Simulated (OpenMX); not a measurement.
Runs of OpenMX 3.8.5 on Si. It takes space group P6/mmm (No. 191, hexagonal). Conventional cell: a = 4.121 Å, b = 4.121 Å, c = 2.655 Å, α = 90.00°, β = 90.00°, γ = 120.00°. Si (site symmetry -6m2) has 5 Si at 2.38 to 2.65 Å as nearest neighbours. The cell was built by a generator and needn't be a form met in nature.

| level | gap on the mesh (eV) | pressure (GPa) |
| --- | --- | --- |
| PBE+D4 | none | -2.3 |
| PBE | none | 0.4 |
| PBE+D3(BJ) | none | -2.3 |
| PBE+D3 | none | (a) |

Alike in all rows: task single point; potentials or basis OpenMX 2013 PBE set, Si7.0-s2p2d1, grid cutoff 300 Ry; no spin polarisation; cell as given; k mesh 7 × 7 × 7; smearing fermi-dirac 0.05 eV.

Fill in the values left out.

(a) -0.7.

Caveats: the basis of atomic orbitals isn't converged, which shifts pressures, moduli and gaps; pairwise dispersion overbinds metals, which lowers pressure and volume (some runs).

A gap of «none» marks a metal or a gap under the smearing width.
